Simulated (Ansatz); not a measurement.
# MnS (Fm-3m) in Ansatz: further runs

Aim: see how the results for MnS move with the level of theory and the settings. Levels: revPBE, PBEsol. Tasks: band structure.

All numbers are computed with Ansatz 0.2.0; they aren't measurements. Logs are shortened: lines on timing, memory, paths and dates and some standing lists are left out, and cuts for length are marked.

## (1) The crystal as given

The structure is cubic, space group Fm-3m (No. 225). The conventional cell has a = 5.209 Å, b = 5.209 Å, c = 5.209 Å, α = 90.00°, β = 90.00°, γ = 90.00°. Mn (site symmetry m-3m) is surrounded by 6 S at 2.60 Å. S (site symmetry m-3m) is surrounded by 6 Mn at 2.60 Å.

## (2) Band structure, revPBE, collinear spin, ferromagnetic start

input.yaml reads:

```yaml
crystal:
  lattice:
    - [0.0, 2.6045, 2.6045]
    - [2.6045, 0.0, 2.6045]
    - [2.6045, 2.6045, 0.0]
  atoms:
    - { symbol: Mn, position: [0.0, 0.0, 0.0], spin: 4.0 }
    - { symbol: S, position: [0.5, 0.5, 0.5] }
kpoints:
  mp_grid: { grid: [9, 9, 9] }
  band_path:
    path:
      - [0.0, 0.0, 0.0]
      - [0.5, 0.0, 0.5]
      - [0.5, 0.25, 0.75]
      - [0.375, 0.375, 0.75]
      - [0.0, 0.0, 0.0]
      - [0.5, 0.5, 0.5]
      - [0.625, 0.25, 0.625]
      - [0.5, 0.25, 0.75]
    npoints: 8
scf:
  occupations: { method: fermi_dirac, width: 0.05 }
hamiltonian:
  xc: revpbe
  pseudopotentials: { kind: all_electron, lapw: { basis_error: 0.001 } }
magnetization:
  spin_polarized: true
output:
  forces: true
  stress: true
  eigenvalues: true
```

Potentials or basis: all-electron LAPW, scalar-relativistic.

Launch:

```
ansatz run input.yaml --threads 2 --pin off --max-ram 6144MiB --backend cpu --events-out ev --progress --plain --runs-dir out
```

The program printed:

```text
Warning: RAYON_NUM_THREADS=2 ignored (pool sized by the plan → 2); use --threads N
LAPW: plane waves up to 7.536 Å⁻¹, error target 1.0e-3 eV per atom; small_component_spin mean_spin; S in spheres of 1.169 Å, 14 of its electrons in bands, Dirac shells []; Mn in spheres of 1.435 Å, 15 of its electrons in bands, Dirac shells [] (how accurate: hamiltonian.pseudopotentials.lapw.basis_error, Limitations)
Engine: ansatz 0.2.0, aarch64-unknown-linux-gnu
Pseudopotentials: kind: all_electron
Pseudopotential: Mn, LAPW, valence charge 15, lapw/all_electron/scalar/gaussian/Mn, Koelling and Harmon's equation, gaussian nucleus
Pseudopotential: S, LAPW, valence charge 14, lapw/all_electron/scalar/gaussian/S, Koelling and Harmon's equation, gaussian nucleus
Functional definition: revPBE
  parameter kappa = 1.245
  parameter beta = 0.06672455060314922
  exchange = pbe_x(kappa = kappa, mu = beta*pi^2/3)
  correlation = pbe_c(beta = beta)
Crystal: 2 atoms, lattice volume = 35.335 Å³
Basis set: ecut = 216.3572374471915 eV, 259 PW (Γ), exchange–correlation at level 2
Bands: 21, of which v1, the nominal top of the filled ones, is band 15 counted from 1 (14 counted from 0)
Symmetry: 48 space group operations
Space group: Fm-3m (ITA 225), of the structure as read, at distance tolerance 3.3e-5 Å
Magnetic group: BNS 225.116 (UNI 1618), of the structure as read, at distance tolerance 3.3e-5 Å
k-points: 35 of 729
Non-local potential: Mn, projectors of the file, none
Non-local potential: S, projectors of the file, none
Initial density: superposition of atomic densities (chi_scale 0.1, normalization cell, long waves kept (reshape's long-wave potential 0.00 eV rms))
Starting moments: Σ|m| = 4 μB on 1 of 2 sites
Initial wavefunctions: plane waves of lowest kinetic energy (no species holds an atomic orbital)
Functional: x = revpbe(κ = 1.245, μ = 0.2195149727645171), c = pbe(β = 0.06672455060314922)
iter 1 solved again at ethr=1.45e-3 eV; its pass at ethr=1.00e-1 eV (dr2=4.21e-1 eV) is discarded
SCF iter   1: F=—  HF=-42397.834086 eV  |F-HF|=—  |Δ(HF+E_count)|=         —  Δρ=2.34e-2 (↑1.93e-2 ↓2.34e-2)  dr2=4.22e-1  dr2_m=9.19e-2  M=4.812 μB ∫|m|=4.812 μB  β_m=0.30  ethr=1.45e-3  ⟨swp⟩=2.0  Hψ=9770  notcnv=0
Mixer restart at iter 1: flushing history
preconditioner: auto → Kerker (q_TF=auto, 2.640 Å⁻¹)  [metal: Δε(μ)=0.005 eV  Ē_g=9.694 eV  σ=0.050 eV  W_gap=0.02  n_scr=14 (ndim 8)  ℏωp=22.5 eV  f_vac=0.000  D(μ)=0.64/eV (n_scr^D=0)]
spin=Collinear: Kerker preconditioning applied to the charge; magnetization (m = ρ↑ − ρ↓) channel mixes plain (no charge-response kernel on spin).
SCF iter   2: F=—  HF=-42397.725489 eV  |F-HF|=—  |Δ(HF+E_count)|=   1.09e-1  Δρ=1.73e-2 (↑1.37e-2 ↓1.73e-2)  dr2=2.75e-1  dr2_m=4.24e-2  M=4.795 μB ∫|m|=4.795 μB  β_m=0.58  ethr=1.45e-3  ⟨swp⟩=2.0  Hψ=4482  notcnv=0
iter 3 solved again at ethr=4.42e-5 eV; its pass at ethr=9.49e-4 eV (dr2=1.28e-2 eV) is discarded
SCF iter   3: F=—  HF=-42397.688275 eV  |F-HF|=—  |Δ(HF+E_count)|=   3.72e-2  Δρ=3.09e-3 (↑3.09e-3 ↓2.62e-3)  dr2=1.28e-2  dr2_m=2.28e-4  M=4.757 μB ∫|m|=4.757 μB  β_m=0.49  ethr=4.42e-5  ⟨swp⟩=2.0  Hψ=7371  notcnv=0
SCF iter   4: F=—  HF=-42397.685358 eV  |F-HF|=—  |Δ(HF+E_count)|=         —  Δρ=2.91e-3 (↑2.91e-3 ↓2.66e-3)  dr2=1.83e-2  dr2_m=3.90e-5  M=4.763 μB ∫|m|=4.763 μB  β_m=0.74  ethr=4.41e-5  ⟨swp⟩=2.0  Hψ=4343  notcnv=0
the basis was enlarged: its passes take 3.1 MiB over the memory plan, 2 of 2 planned eigensolver slots
SCF iter   5: F=—  HF=-42397.693116 eV  |F-HF|=—  |Δ(HF+E_count)|=         —  Δρ=9.29e-4 (↑9.29e-4 ↓8.08e-4)  dr2=1.51e-3  dr2_m=3.09e-5  M=4.756 μB ∫|m|=4.756 μB  β_m=0.74  ethr=4.41e-5  ⟨swp⟩=2.1  Hψ=4321  notcnv=0
Mixer restart at iter 5: flushing history
SCF iter   6: F=—  HF=-42397.693649 eV  |F-HF|=—  |Δ(HF+E_count)|=   5.34e-4  Δρ=4.93e-4 (↑4.93e-4 ↓4.66e-4)  dr2=4.71e-4  dr2_m=1.42e-6  M=4.757 μB ∫|m|=4.757 μB  β_m=0.74  ethr=5.20e-6  ⟨swp⟩=2.1  Hψ=4071  notcnv=0
SCF iter   7: F=—  HF=-42397.693873 eV  |F-HF|=—  |Δ(HF+E_count)|=   2.23e-4  Δρ=4.39e-4 (↑4.39e-4 ↓4.30e-4)  dr2=4.95e-4  dr2_m=7.18e-7  M=4.756 μB ∫|m|=4.756 μB  β_m=0.63  ethr=1.62e-6  ⟨swp⟩=2.2  Hψ=4079  notcnv=0
SCF iter   8: F=—  HF=-42397.693803 eV  |F-HF|=—  |Δ(HF+E_count)|=   7.00e-5  Δρ=1.87e-4 (↑1.82e-4 ↓1.87e-4)  dr2=8.07e-5  dr2_m=2.98e-8  M=4.756 μB ∫|m|=4.756 μB  β_m=0.80  ethr=1.62e-6  ⟨swp⟩=2.0  Hψ=4064  notcnv=0
SCF iter   9: F=—  HF=-42397.693858 eV  |F-HF|=—  |Δ(HF+E_count)|=   5.53e-5  Δρ=3.83e-5 (↑3.59e-5 ↓3.83e-5)  dr2=2.59e-6  dr2_m=8.59e-8  M=4.756 μB ∫|m|=4.757 μB  β_m=0.88  ethr=2.78e-7  ⟨swp⟩=2.9  Hψ=4187  notcnv=0
SCF iter  10: F=—  HF=-42397.693860 eV  |F-HF|=—  |Δ(HF+E_count)|=   1.40e-6  Δρ=3.53e-6 (↑3.44e-6 ↓3.53e-6)  dr2=1.29e-8  dr2_m=8.48e-10  M=4.757 μB ∫|m|=4.757 μB  β_m=0.94  ethr=8.94e-9  ⟨swp⟩=3.0  Hψ=4237  notcnv=0
SCF iter  11: F=-42397.693860 eV  HF=-42397.693860 eV  |F-HF|=3.20e-9  |Δ(HF+E_count)|=   3.20e-8  Δρ=1.47e-6 (↑1.05e-6 ↓1.47e-6)  dr2=3.71e-9  dr2_m=7.23e-11  M=4.757 μB ∫|m|=4.757 μB  ethr=4.44e-11  ⟨swp⟩=3.0  Hψ=4440  notcnv=0
SCF 1 converged in 11 iterations: F = -42397.693860 eV  dr2 = 3.71e-9
NSCF: frozen V_eff on 57 k-points
SCF converged after 11 iterations
Magnetization: 4.7565 μB (16.8783 up, 12.1217 down)
Absolute magnetization: 4.7567 μB (∫|ρ↑−ρ↓|)
Spin contamination: 0.0288 ħ² per cell (⟨S²⟩ above its minimum at these occupations)
Per-site moments (μB) at R_I (Å): [(4.473421982311461, 1.4350032607647454), (0.14671683576956873, 1.1694967004251804)]
Free energy (F): -42397.693860 eV
Harris-Foulkes:  -42397.693860 eV  (|F-HF|=3.20e-9)
Internal energy: -42397.687900 eV  (E = F + TS)
E sigma→0 (E₀):  -42397.690880 eV
Entropy (-TS):   -0.005959 eV (-2.980 meV/atom)
Fermi energy:    11.020594 eV
--- Per-component energies (eV) ---
  E_band       = -1512.267572
  E_kinetic    = 42845.360734
  E_xc         = -2130.149728
  E_electrostatic = -83112.898907  (all electrons and nuclei)
  E_smearing   = -0.005959  (= −TS)
  E_closure    = 0.000000  (closes the sum)
  E_atoms      = -42383.792191  (free atoms, spherical and without spin; not in F)
  Σ components = -42397.693860   (vs F -42397.693860, Δ=0.00e0)
  Basis errors (estimates in eV, not in F): energy 4.2e-4 per atom: plane waves 3.7e-4 (2.0e-4 summed), levels above the bands 6.3e-75, relativity 7.3e-8, radial functions 4.9e-5, core shells 2.2e-10; eigenvalues (radial functions only) 2.0e-6; not estimated: angular momenta, meshes, grids; target (lapw.basis_error) 1.0e-3; muffin-tin radii S 1.169 Å, Mn 1.435 Å
--- Forces (eV/Å), atoms counted from 1 ---
  atom   1  Mn    -0.00000000     0.00000000    -0.00000000
  atom   2  S      0.00000000    -0.00000000    -0.00000000
  max |Σ_I F_I| component: 7.23e-30 eV/Å
--- Stress (GPa, compression-positive) ---
       -0.225710       0.000000      -0.000000
        0.000000      -0.225710       0.000000
       -0.000000       0.000000      -0.225710
  P = ⅓ Tr σ = -0.2257 GPa (-2.257 kbar)
--- Band table (eV; the first three rows and the last of 70) ---
  k-point 0 ↑: bands = ["-195.0611", "-139.6874", "-139.6874", "-139.6874", "-71.0511", "-39.7542", "-39.7542", "-39.7542", "-3.5938", "7.5787", "7.5787", "7.5787", "7.6809", "7.6809", "9.1120", "9.1120", "9.1120", "12.7413", "19.4827", "19.4827", "19.4827"]
  k-point 1 ↑: bands = ["-195.0611", "-139.6874", "-139.6874", "-139.6874", "-71.0511", "-39.7551", "-39.7543", "-39.7543", "-3.4696", "7.2810", "7.3219", "7.3219", "7.6496", "7.6496", "8.6105", "9.5155", "9.5155", "13.5110", "18.5701", "19.4089", "19.4089"]
  k-point 2 ↑: bands = ["-195.0611", "-139.6874", "-139.6874", "-139.6874", "-71.0509", "-39.7575", "-39.7547", "-39.7547", "-3.1251", "6.1509", "6.7803", "6.7803", "7.7893", "7.7893", "8.3273", "10.2282", "10.2282", "14.5005", "17.8516", "18.4318", "18.4318"]
  k-point 34 ↓: bands = ["-195.0297", "-139.6466", "-139.6466", "-139.6466", "-66.3831", "-35.1550", "-35.1537", "-35.1513", "-1.8008", "5.9416", "6.4761", "7.0514", "11.9260", "12.2059", "12.3511", "12.6370", "12.7061", "16.5692", "18.2649", "18.5528", "19.8049"]
```

Wall time 13 s (2 threads of Arm Neoverse V2, shared host); peak memory 0.37 GiB.

What came out:

```yaml
Free_energy: -42397.6939 eV
Pressure: -0.2 GPa
Band_gap_along_the_path: none (metal or under the smearing width)
Net_moment: 4.76 μB per cell
Absolute_moment: 4.76 μB per cell
Site_moments: Mn +4.47; S +0.15 μB
```

Levels at the corners of the path, in eV from the Fermi level:
Spin up:
| point | band 15 | band 16 | band 17 | band 18 | band 19 | band 20 |
| --- | --- | --- | --- | --- | --- | --- |
| Γ | -1.91 | -1.91 | -1.91 | 1.72 | 8.46 | 8.46 |
| X | -2.80 | -2.80 | -2.31 | 0.83 | 5.40 | 10.15 |
| W | -2.73 | -2.49 | -2.10 | 4.08 | 6.62 | 7.09 |
| K | -2.61 | -2.28 | -1.45 | 2.48 | 6.15 | 8.40 |
| Γ | -1.91 | -1.91 | -1.91 | 1.72 | 8.46 | 8.46 |
| L | -2.55 | 0.35 | 0.35 | 2.80 | 5.32 | 5.32 |
| U | -2.61 | -2.28 | -1.45 | 2.48 | 6.15 | 8.40 |
| W | -2.73 | -2.49 | -2.10 | 4.08 | 6.62 | 7.09 |
Spin down:
| point | band 9 | band 10 | band 11 | band 12 | band 13 | band 14 | band 15 | band 16 |
| --- | --- | --- | --- | --- | --- | --- | --- | --- |
| Γ | -14.31 | -1.69 | -1.69 | -1.69 | 0.39 | 0.39 | 0.39 | 0.41 |
| X | -12.88 | -5.58 | -3.20 | -3.20 | -0.73 | 0.84 | 1.61 | 1.61 |
| W | -12.80 | -4.76 | -4.76 | -4.15 | 1.08 | 1.08 | 1.28 | 1.54 |
| K | -12.83 | -5.17 | -4.78 | -3.37 | 0.35 | 1.48 | 1.56 | 1.61 |
| Γ | -14.31 | -1.69 | -1.69 | -1.69 | 0.39 | 0.39 | 0.39 | 0.41 |
| L | -13.05 | -6.37 | -3.37 | -3.37 | 1.37 | 1.37 | 1.55 | 3.22 |
| U | -12.83 | -5.17 | -4.78 | -3.37 | 0.35 | 1.48 | 1.56 | 1.61 |
| W | -12.80 | -4.76 | -4.76 | -4.15 | 1.08 | 1.08 | 1.28 | 1.54 |

Caveat: a cell with one magnetic atom can't hold antiferromagnetic order, which such compounds often take; semilocal functionals often make such compounds metallic where correlation or magnetic order opens a gap, which also shifts bond lengths.

## (3) Band structure, PBEsol, collinear spin, ferromagnetic start

input.yaml, as its differences from that of step 2:

```diff
@@ -24,3 +24,3 @@
 hamiltonian:
-  xc: revpbe
+  xc: pbesol
   pseudopotentials: { kind: all_electron, lapw: { basis_error: 0.001 } }
```

Potentials or basis: all-electron LAPW, scalar-relativistic.

Launch:

```
ansatz run input.yaml --threads 2 --pin off --max-ram 6144MiB --backend cpu --events-out ev --progress --plain --runs-dir out
```

Run time: 13 s. Hardware: 2 threads of Arm Neoverse V2, shared host; peak memory 0.38 GiB.

It converged, with:

```
Free energy             : -42344.3467 eV
Pressure                : -7.3 GPa
Band gap along the path : none (metal or under the smearing width)
Net moment              : 4.69 μB per cell
Absolute moment         : 4.69 μB per cell
Site moments            : Mn +4.41; S +0.14 μB
```

Levels at the corners of the path, in eV from the Fermi level:
Spin up:
```csv
point,band 13,band 14,band 15,band 16,band 17,band 18,band 19,band 20,band 21
Γ,-3.25,-3.25,-1.87,-1.87,-1.87,1.61,8.44,8.44,8.44
X,-3.50,-2.99,-2.67,-2.67,-2.20,0.75,5.35,10.03,11.82
W,-2.67,-2.63,-2.63,-2.39,-2.04,4.07,6.53,7.02,7.02
K,-3.07,-2.75,-2.49,-2.19,-1.38,2.43,6.09,8.31,8.78
Γ,-3.25,-3.25,-1.87,-1.87,-1.87,1.61,8.44,8.44,8.44
L,-2.81,-2.81,-2.44,0.44,0.44,2.68,5.25,5.25,8.44
U,-3.07,-2.75,-2.49,-2.19,-1.38,2.43,6.09,8.31,8.78
W,-2.67,-2.63,-2.63,-2.39,-2.04,4.07,6.53,7.02,7.02
```
Spin down:
| point | band 9 | band 10 | band 11 | band 12 | band 13 | band 14 | band 15 | band 16 |
| --- | --- | --- | --- | --- | --- | --- | --- | --- |
| Γ | -14.27 | -1.63 | -1.63 | -1.63 | 0.28 | 0.28 | 0.28 | 0.36 |
| X | -12.81 | -5.57 | -3.16 | -3.16 | -0.86 | 0.79 | 1.51 | 1.51 |
| W | -12.73 | -4.76 | -4.76 | -4.15 | 0.99 | 0.99 | 1.19 | 1.49 |
| K | -12.76 | -5.17 | -4.78 | -3.33 | 0.24 | 1.38 | 1.49 | 1.52 |
| Γ | -14.27 | -1.63 | -1.63 | -1.63 | 0.28 | 0.28 | 0.28 | 0.36 |
| L | -12.98 | -6.40 | -3.34 | -3.34 | 1.27 | 1.27 | 1.45 | 3.21 |
| U | -12.76 | -5.17 | -4.78 | -3.33 | 0.24 | 1.38 | 1.49 | 1.52 |
| W | -12.73 | -4.76 | -4.76 | -4.15 | 0.99 | 0.99 | 1.19 | 1.49 |

Caveat: a cell with one magnetic atom can't hold antiferromagnetic order, which such compounds often take; semilocal functionals often make such compounds metallic where correlation or magnetic order opens a gap, which also shifts bond lengths.
